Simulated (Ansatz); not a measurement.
# ZrO2 (Fm-3m) in Ansatz: band structure with HSE06

Aim: the band structure of ZrO2 with HSE06.

All numbers are computed with Ansatz 0.2.0; they aren't measurements. Logs are shortened: lines on timing, memory, paths and dates and some standing lists are left out, and cuts for length are marked.

### Step 1. The crystal as given

It takes space group Fm-3m (No. 225, cubic). Conventional cell: a = 5.090 Å, b = 5.090 Å, c = 5.090 Å, α = 90.00°, β = 90.00°, γ = 90.00°. Zr (site symmetry m-3m) is surrounded by 8 O at 2.20 Å. O (site symmetry -43m) is surrounded by 4 Zr at 2.20 Å.

Measurements of this composition are mostly on another form, of space group No. 14.

### Step 2. Band structure, HSE06

The input, input:

```
crystal:
  lattice:
    - [0.0, 2.5450727058, 2.5450727058]
    - [2.5450727058, 0.0, 2.5450727058]
    - [2.5450727058, 2.5450727058, 0.0]
  atoms:
    - { symbol: Zr, position: [0.0, 0.0, 0.0] }
    - { symbol: O, position: [0.75, 0.75, 0.75] }
    - { symbol: O, position: [0.25, 0.25, 0.25] }
hamiltonian:
  xc: hse06
  pseudopotentials: { kind: paw }
kpoints:
  mp_grid: { grid: [6, 6, 6] }
  band_path:
    path:
      - [[0.0, 0.0, 0.0], [0.5, 0.0, 0.5], [0.5, 0.25, 0.75], [0.375, 0.375, 0.75], [0.0, 0.0, 0.0], [0.5, 0.5, 0.5], [0.625, 0.25, 0.625], [0.5, 0.25, 0.75], [0.5, 0.5, 0.5], [0.375, 0.375, 0.75]]
      - [[0.625, 0.25, 0.625], [0.5, 0.0, 0.5]]
    npoints: 4
scf:
  occupations: { method: fermi_dirac, width: 0.05 }
  n_extra_bands: 7
output:
  forces: true
  stress: true
  eigenvalues: true
  fatbands: false
  write_density: true
  write_potential: true
  elf: true
  volumetric_format: npy
```

Potentials or basis: Ansatz PAW.

Output:

```text
Warning: output.stress: scf.convergence.dr2_threshold = 1e-7 eV (the SCF's general default) is looser than the 3e-10 eV advised for a printed stress (1e-10 eV for each atom of the cell: 3). What an SCF threshold leaves in a stress goes as its square root, and in the free energy as the threshold itself, and one threshold admits the most on a small cell: of the crystals measured, under no hybrid functional and no lock of the moments, on runs that ended without the residual-converged pass, on stresses that held no estimate of that error, the worst erred by over 100 MPa in a component at 1e-7 eV an atom and by under 5 at 1e-10. Set scf.convergence.dr2_threshold to 3e-10 eV or tighter. The threshold is an SCF's pass mark: one that does not reach it within its budget of iterations ends unconverged, or closes short of it on a stop that the run arms, and scf.convergence.dr2_threshold's page says what that costs each kind of run
Warning: output.stress: scf.exx.energy_threshold = 1e-6 eV is looser than the 3e-8 eV advised for a stress under a hybrid functional (1e-8 eV for each atom of the cell: 3). Every SCF of the exchange loop can meet its threshold on dr2 while the loop round them stops early: no threshold on dr2 bounds what that leaves in the stress. Set scf.exx.energy_threshold to 3e-8 eV or tighter. The threshold is the loop's pass mark: a loop that does not reach it within its budget of cycles ends unconverged, and scf.exx.energy_threshold's page has the law
scf.n_extra_bands = 7 over 12 filled bands (N_el = 24.0): the run solves 19 bands
GPUs: using 1 of 1 available (devices: 1).
Engine: ansatz 0.2.0, x86_64-unknown-linux-gnu
Pseudopotentials: kind: paw
Pseudopotential: Zr, paw, valence charge 12, recommended cutoff 420 eV (normal), Zr.paw.azcp
Pseudopotential: O, paw, valence charge 6, recommended cutoff 420 eV (normal), O.paw.azcp
Functional definition: HSE06
  parameter a = 0.25
  parameter omega = 0.11/bohr
  exchange = pbe_x - a*pbe_x_sr(omega) + a*exact_x_sr(omega)
  correlation = pbe_c
device memory: the entry about to start is reckoned to put 0.5 GiB on a device that reports 54.1 GiB free (of which the cap on the GPU budget leaves the run 18.0 GiB)
GPU FFT provider: cuFFT
GPU libraries: cuBLAS 13.8.2, cuFFT 12.4.0, cuSOLVER 12.3.4
Crystal: 3 atoms, lattice volume = 32.971 Å³
Basis set: ecut = 420 eV, 645 PW (Γ), exchange–correlation on 50×50×50 points (8 copies of the dense FFT grid, shifted against one another)
Bands: 19, of which v1, the nominal top of the filled ones, is band 12 counted from 1 (11 counted from 0)
Symmetry: 48 space group operations
Space group: Fm-3m (ITA 225), of the structure as read, at distance tolerance 3.2e-5 Å
k-points: 16 of 216
Non-local potential: Zr, projectors of the file, l = 0: 3, l = 1: 2, l = 2: 2, l = 3: 2
Non-local potential: O, projectors of the file, l = 0: 2, l = 1: 2, l = 2: 1
PAW form: soft (Blöchl's): semilocal exchange-correlation on the pseudo side does not see the compensation charge
PAW frozen core: Zr, regenerated for the run's functional, and the local potential with it (the file was generated under x = pbe(κ = 0.804, μ = 0.2195149727645171), c = pbe(β = 0.06672455060314922))
PAW frozen core: O, regenerated for the run's functional, and the local potential with it (the file was generated under x = pbe(κ = 0.804, μ = 0.2195149727645171), c = pbe(β = 0.06672455060314922))
PAW one-centre angular grid: Zr, 590 points (default); XC on 64 Gauss nodes
PAW one-centre angular grid: O, 110 points (default); XC on 96 Gauss nodes
Initial density: superposition of atomic densities (neutral atoms: chi_scale 0, normalization atom), corrected by the library's trained network
Initial wavefunctions: pseudopotential atomic-orbital guess
GPU buffer pool allocated for 15625 grid points (all kernels)
GPU transforms: local potential and band sums: pruned to the plane-wave sphere, on 25×25×25
[... 34 lines left out ...]
preconditioner: auto → none  [insulator: Δε(μ)=4.978 eV  Ē_g=22.124 eV  σ=0.050 eV  W_gap=1.00  n_scr=14 (ndim 8)  ℏωp=30.3 eV  f_vac=0.027  D(μ)=0.00/eV (n_scr^D=0)]
SCF iter   2: F=—  HF=-5326.008952 eV  |F-HF|=—  |Δ(HF+E_count)|=   2.06e-7  Δρ=1.73e-5  dr2=6.15e-8  ethr=2.72e-9  ⟨swp⟩=4.0  Hψ=692  notcnv=0
SCF iter   3: F=—  HF=-5326.008953 eV  |F-HF|=—  |Δ(HF+E_count)|=   3.21e-7  Δρ=1.36e-5  dr2=3.95e-8  ethr=1.24e-10  ⟨swp⟩=4.5  Hψ=934  notcnv=0
SCF iter   4: F=-5326.008953 eV  HF=-5326.008953 eV  |F-HF|=8.79e-10  |Δ(HF+E_count)|=   1.24e-8  Δρ=2.88e-6  dr2=1.48e-9  ethr=1.24e-10  ⟨swp⟩=3.0  Hψ=584  notcnv=0
SCF 3 converged in 4 iterations: F = -5326.008953 eV  dr2 = 1.48e-9
  Residual-converged pass: ⟨swp⟩=2.9  Hψ=537  notcnv=0  max |occ|·‖R‖ = 2.4e-6 eV (tolerance 2.4e-6 eV)  dr2=1.45e-9  dr2_onsite=2.67e-10  max |Δocc| = 0.0e0
hybrid outer 2: dexx = +3.315e-7 eV, tail = 7.60e-9 eV, Δε = 1.94e-3 eV (about 4.28e-5 eV left of the loop's levels)
device memory: the entry about to start is reckoned to put 0.4 GiB on a device that reports 32.4 GiB free (of which the cap on the GPU budget leaves the run 18.0 GiB)
NSCF: frozen V_eff on 42 k-points, pencils in batches of 32, up to order 84
hybrid SCF converged: 2 outer / 10 inner (+2 warm-up), last move |dexx| = 3.31e-7 eV, tail = 7.60e-9 eV
Stability not checked: this state was not tested for a lower state beside it, because the functional holds exact exchange (a hybrid, or Hartree-Fock), whose exchange loop this test does not read (fock_operator; see scf.lower_state_search)
Free energy (F): -5326.008953 eV
Frozen-core exchange: fock
Harris-Foulkes:  -5326.008953 eV  (|F-HF|=8.79e-10)
Internal energy: -5326.008953 eV  (E = F + TS)
E sigma→0 (E₀):  -5326.008953 eV
Fermi energy:    13.653891 eV
--- Per-component energies (eV) ---
  E_band       = -108.356548
  E_kinetic    = 689.024317
  E_local      = -1136.136518  (includes V_loc(G=0)·N_el)
  E_nonlocal   = 167.373143
  E_hartree    = 375.518481
  E_xc         = -250.260818
  E_vxc        = -304.659468  (∫ρ·V_xc dr)
  E_exx        = -70.927562  (= α·E_x^exact, valence–valence)
  E_paw        = -3261.711251  (= ΣΔE_a)
  E_vpaw       = -133.145452  (= ΣTr[D̂ρ^β])
  E_aug_tail   = 0.004985  (compensation charges beyond the density's cutoff)
  E_ewald      = -1838.446312
  E_core_change = -0.447419  (= ΣΔE_core)
  E_smearing   = -0.000000  (= −TS)
  E_closure    = 0.000001  (closes the sum)
  Σ components = -5326.008953   (vs F -5326.008953, Δ=0.00e0)
--- Forces (eV/Å), atoms counted from 1 ---
  atom   1  Zr     0.00000000    -0.00000000    -0.00000000
  atom   2  O      0.00000000    -0.00000000     0.00000000
  atom   3  O      0.00000000     0.00000000     0.00000000
  max |Σ_I F_I| component: 2.75e-18 eV/Å
--- Stress (GPa, compression-positive) ---
       -3.079518      -0.000000       0.000000
        0.000000      -3.079518      -0.000000
        0.000000      -0.000000      -3.079518
  P = ⅓ Tr σ = -3.0795 GPa (-30.795 kbar)
--- Band table (eV; the first three rows and the last of 16) ---
  k-point 0: bands = ["-39.7816", "-16.1778", "-16.1778", "-16.1778", "-8.7519", "-6.0386", "5.4987", "5.4987", "5.4987", "10.5619", "10.5619", "10.5619", "16.1294", "16.1294", "19.2647", "22.4705", "22.4705", "22.4705", "27.2246"]
  k-point 1: bands = ["-39.7686", "-16.4061", "-16.1991", "-16.1991", "-8.3422", "-6.3043", "5.7798", "5.7798", "6.2671", "9.9244", "10.1229", "10.1229", "16.5744", "16.5744", "19.9003", "21.6881", "22.0472", "22.0472", "26.7510"]
  k-point 2: bands = ["-39.7424", "-16.8120", "-16.2414", "-16.2414", "-7.7691", "-6.5151", "6.3553", "6.3553", "7.7368", "8.8887", "9.5154", "9.5154", "16.9243", "16.9243", "19.0739", "21.5495", "21.5495", "22.3519", "26.2634"]
  k-point 15: bands = ["-39.7117", "-16.9056", "-16.5689", "-16.3896", "-7.0768", "-6.6146", "5.4034", "6.8378", "8.1170", "9.0373", "9.6552", "10.9902", "16.9869", "17.5943", "18.8413", "19.5218", "20.2837", "25.4832", "27.8792"]
```

rho_z.tsv:

```text
# z_ang	rho[e/angstrom^3]
# format = ansatz-planar-average/11
# lattice	0.000000000	2.545072706	2.545072706
# lattice	2.545072706	0.000000000	2.545072706
# lattice	2.545072706	2.545072706	0.000000000
# sites	3
# site	40	0.000000000	0.000000000	0.000000000
# site	8	3.817609059	3.817609059	3.817609059
# site	8	1.272536353	1.272536353	1.272536353
0.000000	9.358974e-1
0.143971	9.452193e-1
0.287942	9.672980e-1
0.431913	9.853624e-1
0.575884	9.794943e-1
0.719855	9.390417e-1
[... 17 lines left out ...]
3.311334	9.672980e-1
3.455305	9.452193e-1
```

Run time: 81 s. Hardware: 1 × NVIDIA H100 80GB HBM3 with 2 threads of AMD EPYC 7R13 (Zen 3), shared host; peak memory 2.1 GiB.

What came out:

```yaml
Free_energy: -5326.0090 eV
Pressure: -3.1 GPa
Band_gap_on_the_k_mesh: 4.98 eV, indirect (least direct gap 5.37 eV)
Band_gap_along_the_path: 4.98 eV, indirect (least direct gap 5.37 eV)
```

Levels at the corners of the path, in eV from the valence-band top:
| point | band 10 | band 11 | band 12 | band 13 | band 14 | band 15 |
| --- | --- | --- | --- | --- | --- | --- |
| Γ | -0.59 | -0.59 | -0.59 | 4.98 | 4.98 | 8.11 |
| X | -1.60 | -1.60 | 0.00 | 5.37 | 6.52 | 7.50 |
| W | -2.59 | -1.45 | -0.22 | 6.07 | 6.33 | 7.97 |
| K | -2.36 | -1.31 | -0.35 | 5.62 | 6.50 | 7.85 |
| Γ | -0.59 | -0.59 | -0.59 | 4.98 | 4.98 | 8.11 |
| L | -2.72 | -1.81 | -1.81 | 5.66 | 5.66 | 7.78 |
| U | -2.36 | -1.31 | -0.35 | 5.62 | 6.50 | 7.85 |
| W | -2.59 | -1.45 | -0.22 | 6.07 | 6.33 | 7.97 |
| L | -2.72 | -1.81 | -1.81 | 5.66 | 5.66 | 7.78 |
| K | -2.36 | -1.31 | -0.35 | 5.62 | 6.50 | 7.85 |
| U | -2.36 | -1.31 | -0.35 | 5.62 | 6.50 | 7.85 |
| X | -1.60 | -1.60 | 0.00 | 5.37 | 6.52 | 7.50 |

Caveat: the pressure holds a Pulay correction of +0.5 GPa for the finite cutoff; the PAW data sets come from PBE, with cores solved anew for the run's functional, which leaves a small shift of forces and pressure; the thresholds are loose for stress.
